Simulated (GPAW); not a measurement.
# TePb (Fm-3m) in GPAW: notebook, part 2 of 2

GPAW 26.7.0. Earlier steps stand in the parts before.

## (3) Band structure, C09-vdW, spin-orbit coupling, no magnetisation

The input, run.py:

```python
import numpy as np
from ase.dft.bandgap import bandgap
from ase.io import read, write
from gpaw import GPAW, PW
from gpaw.spinorbit import soc_eigenstates

atoms = read('TePb.cif')

calc = GPAW(mode=PW(600),
            xc={'name': 'C09-vdW', 'backend': 'libvdwxc'},
            kpts={'size': (6, 6, 6), 'gamma': True},
            occupations={'name': 'fermi-dirac', 'width': 0.05},
            nbands=19,
            convergence={'density': 1e-05, 'energy': 1e-05},
            maxiter=150,
            txt='gpaw.txt')
atoms.calc = calc
energy = atoms.get_potential_energy()
forces = atoms.get_forces()
calc.write('gs.gpw')
write('result.traj', atoms)
print(f'Energy: {energy:.6f} eV')
print('Forces (eV/A):')
print(forces.round(4))
print('Fermi level:', round(calc.get_fermi_level(), 4), 'eV')
print(f'Gap: {bandgap(calc)[0]:.4f} eV, direct: {bandgap(calc, direct=True)[0]:.4f} eV')

path = atoms.cell.bandpath('GXWKGLUWLK,UX', npoints=60, eps=1e-4)
bs_calc = calc.fixed_density(kpts=path, symmetry='off', nbands=32,
                             convergence={'bands': 'CBM+6.0', 'eigenstates': 1e-6}, txt='bands.txt')
bs = bs_calc.band_structure()
bs.write('bs.json')
print(f'Gap on the path: {bandgap(bs_calc)[0]:.4f} eV')

soc = soc_eigenstates(bs_calc, theta=90, phi=45)
np.savetxt('soc_bands.dat', soc.eigenvalues(), fmt='%.4f')
mesh = soc_eigenstates('gs.gpw', theta=90, phi=45)
np.savetxt('soc_mesh.dat', mesh.eigenvalues(), fmt='%.4f')
print('Fermi level with spin-orbit coupling:', round(mesh.fermi_level, 4), 'eV')
```

The input, TePb.cif:

```cif
data_TePb
_cell_length_a 4.56932402
_cell_length_b 4.56932402
_cell_length_c 4.56932402
_cell_angle_alpha 60.00000000
_cell_angle_beta 60.00000000
_cell_angle_gamma 60.00000000
_space_group_name_H-M_alt 'P1'
_space_group_name_Hall 'P 1'
_space_group_IT_number 1
loop_
_space_group_symop_operation_xyz
'x,y,z'
loop_
_atom_site_label
_atom_site_type_symbol
_atom_site_symmetry_multiplicity
_atom_site_Wyckoff_symbol
_atom_site_fract_x
_atom_site_fract_y
_atom_site_fract_z
_atom_site_occupancy
Pb1 Pb 1 a 0.0000000000 0.0000000000 0.0000000000 1
Te1 Te 1 a 0.5000000000 0.5000000000 0.5000000000 1
```

Potentials or basis: GPAW PAW data sets (gpaw-data 1.2.1), pw.

Command:

```
$ OMP_NUM_THREADS=1 python run.py
```

Wall time 41 s (1 thread of AMD EPYC 9R14 (Zen 4), shared host); peak memory 0.34 GiB.

The run converged. Its results:

| Property | Result |
| --- | --- |
| Free energy | 173.1123 eV |
| Band gap on the k mesh | 0.18 eV, indirect (least direct gap 0.36 eV) |
| Band gap along the path | 0.13 eV, indirect (least direct gap 0.34 eV) |

Levels at the corners of the path, in eV from the valence-band top:
| point | band 17 | band 18 | band 19 | band 20 | band 21 | band 22 | band 23 | band 24 |
| --- | --- | --- | --- | --- | --- | --- | --- | --- |
| Γ | -0.92 | -0.92 | -0.91 | -0.91 | 2.26 | 2.28 | 4.90 | 4.90 |
| X | -3.27 | -3.27 | -2.41 | -2.41 | 3.26 | 3.26 | 4.33 | 4.33 |
| W | -3.79 | -3.79 | -0.32 | -0.32 | 1.46 | 1.46 | 5.18 | 5.18 |
| K | -2.64 | -2.64 | -1.82 | -1.82 | 2.94 | 2.94 | 4.14 | 4.14 |
| Γ | -0.92 | -0.92 | -0.91 | -0.91 | 2.26 | 2.28 | 4.90 | 4.90 |
| L | -0.59 | -0.59 | -0.28 | -0.28 | 0.15 | 0.15 | 1.35 | 1.35 |
| U | -2.64 | -2.64 | -1.82 | -1.82 | 2.94 | 2.94 | 4.14 | 4.14 |
| W | -3.79 | -3.79 | -0.32 | -0.32 | 1.46 | 1.46 | 5.18 | 5.18 |
| L | -0.59 | -0.59 | -0.28 | -0.28 | 0.15 | 0.15 | 1.35 | 1.35 |
| K | -2.64 | -2.64 | -1.82 | -1.82 | 2.94 | 2.94 | 4.14 | 4.14 |
| U | -2.64 | -2.64 | -1.82 | -1.82 | 2.94 | 2.94 | 4.14 | 4.14 |
| X | -3.27 | -3.27 | -2.41 | -2.41 | 3.26 | 3.26 | 4.33 | 4.33 |

Caveat: spin-orbit coupling was added after a scalar SCF, so levels and gaps hold it while energy, forces, pressure and moments don't; this program's spin-orbit splittings come out too wide for heavy elements; the PAW data sets were made with another functional, which shifts forces and pressure a little.

## (4) Band structure, optB88-vdW, spin-orbit coupling, no magnetisation

run.py: that of step 3 with these lines changed.

```diff
@@ -9,3 +9,3 @@
 calc = GPAW(mode=PW(600),
-            xc={'name': 'C09-vdW', 'backend': 'libvdwxc'},
+            xc={'name': 'optB88-vdW', 'backend': 'libvdwxc'},
             kpts={'size': (6, 6, 6), 'gamma': True},
@@ -15,2 +15,3 @@
             maxiter=150,
+            legacy_gpaw=True,
             txt='gpaw.txt')
@@ -27,3 +28,3 @@
 
-path = atoms.cell.bandpath('GXWKGLUWLK,UX', npoints=60, eps=1e-4)
+path = atoms.cell.bandpath('GXWKGLUWLK,UX', npoints=80, eps=1e-4)
 bs_calc = calc.fixed_density(kpts=path, symmetry='off', nbands=32,
@@ -34,5 +35,5 @@
 
-soc = soc_eigenstates(bs_calc, theta=90, phi=45)
+soc = soc_eigenstates(bs_calc, theta=90, phi=0)
 np.savetxt('soc_bands.dat', soc.eigenvalues(), fmt='%.4f')
-mesh = soc_eigenstates('gs.gpw', theta=90, phi=45)
+mesh = soc_eigenstates('gs.gpw', theta=90, phi=0)
 np.savetxt('soc_mesh.dat', mesh.eigenvalues(), fmt='%.4f')
```

TePb.cif is that of step 3.

Command:

```
$ OMP_NUM_THREADS=1 python run.py
```

Run time: 50 s. Hardware: 1 thread of AMD EPYC 9R14 (Zen 4), shared host; peak memory 0.4 GiB.

The run converged. Its results:

```
Free energy             : -99.8510 eV
Band gap on the k mesh  : 0.19 eV, indirect (least direct gap 0.34 eV)
Band gap along the path : 0.15 eV, indirect (least direct gap 0.30 eV)
```

Levels at the corners of the path, in eV from the valence-band top:
| point | band 17 | band 18 | band 19 | band 20 | band 21 | band 22 | band 23 | band 24 |
| --- | --- | --- | --- | --- | --- | --- | --- | --- |
| Γ | -0.90 | -0.90 | -0.90 | -0.90 | 2.25 | 2.26 | 4.91 | 4.91 |
| X | -3.23 | -3.23 | -2.37 | -2.37 | 3.44 | 3.44 | 4.30 | 4.30 |
| W | -3.73 | -3.73 | -0.31 | -0.31 | 1.49 | 1.49 | 5.28 | 5.28 |
| K | -2.61 | -2.61 | -1.78 | -1.78 | 2.94 | 2.94 | 4.20 | 4.20 |
| Γ | -0.90 | -0.90 | -0.90 | -0.90 | 2.26 | 2.26 | 4.91 | 4.91 |
| L | -0.57 | -0.57 | -0.25 | -0.25 | 0.16 | 0.16 | 1.44 | 1.44 |
| U | -2.61 | -2.61 | -1.78 | -1.78 | 2.93 | 2.94 | 4.20 | 4.20 |
| W | -3.73 | -3.73 | -0.31 | -0.31 | 1.49 | 1.49 | 5.28 | 5.28 |
| L | -0.57 | -0.57 | -0.25 | -0.25 | 0.16 | 0.16 | 1.44 | 1.44 |
| K | -2.61 | -2.61 | -1.78 | -1.78 | 2.93 | 2.95 | 4.20 | 4.20 |
| U | -2.61 | -2.61 | -1.78 | -1.78 | 2.94 | 2.94 | 4.20 | 4.20 |
| X | -3.23 | -3.23 | -2.37 | -2.37 | 3.44 | 3.44 | 4.30 | 4.30 |

Caveat: spin-orbit coupling was added after a scalar SCF, so levels and gaps hold it while energy, forces, pressure and moments don't; this program's spin-orbit splittings come out too wide for heavy elements; the PAW data sets were made with another functional, which shifts forces and pressure a little.

## (5) The runs side by side

| task | level | spin | band path | band points | spin axis theta (degrees) | spin axis phi (degrees) | soc after scf | gap on the mesh (eV) |
| --- | --- | --- | --- | --- | --- | --- | --- | --- |
| equation of state | PBE+D4 | off | - | - | - | - | - | - |
| band structure | C09-vdW | SOC, no magnetisation | GXWKGLUWLK,UX | 60 | 90 | 45 | second variation | 0.18 |
| band structure | optB88-vdW | SOC, no magnetisation | GXWKGLUWLK,UX | 80 | 90 | 0 | second variation | 0.19 |

Alike in all rows: potentials or basis GPAW PAW data sets (gpaw-data 1.2.1), pw; cell as given; k mesh 6 × 6 × 6; cutoff (eV) 600; smearing fermi-dirac 0.05 eV.

Caveats: spin-orbit coupling was added after a scalar SCF, so levels and gaps hold it while energy, forces, pressure and moments don't (some runs); this program's spin-orbit splittings come out too wide for heavy elements (some runs); the PAW data sets were made with another functional, which shifts forces and pressure a little (some runs).

Absolute energies hang on the potentials; compare differences alone.

## (6) Comparison with measurements

Step 3. Measured direct gap of TePb: 0.19 eV (direct; 4.2 K; a printed reference work, monograph). This calculation gives 0.34 eV (+0.15 eV). The value is that of C09-vdW, without temperature or zero-point motion.

Step 4. Against the measured direct gap of TePb, 0.19 eV (direct; 4.2 K; a printed reference work, monograph), the calculated 0.30 eV is off by +0.11 eV. The value is that of optB88-vdW, without temperature or zero-point motion.
